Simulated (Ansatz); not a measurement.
## Lattice vibrations of TaC at Γ

All numbers below come from Ansatz 0.2.0, DFT PBE, scalar-relativistic, plane waves, PAW. Plane waves to 420 eV; Γ-centred k mesh 22×22×22; Fermi-Dirac smearing of 0.15 eV. No spin polarisation. Phonons by linear response, acoustic sum rule imposed.

Relaxed structure:
```xyz
2
Lattice="0.0000 2.2382 2.2382 2.2382 0.0000 2.2382 2.2382 2.2382 0.0000" Properties=species:S:1:pos:R:3 pbc="T T T"
Ta    2.2382    2.2382    2.2382
C     0.0000    0.0000    0.0000
```

The cell has the rock salt type, in a space group that the Crystallography Open Database lists for this formula; it was reached from a generator's guess. In a metal, frequencies depend on the k mesh and the smearing, soft modes most. Spin–orbit coupling is left out, which matters for heavy elements.

Optical modes at Γ:
```
frequency (THz)  degeneracy
          16.12           3
```

All 3 optical modes at Γ are real: no displacement of atoms at fixed cell lowers the energy to second order. Strains and modes at other wave vectors aren't tested by this run.
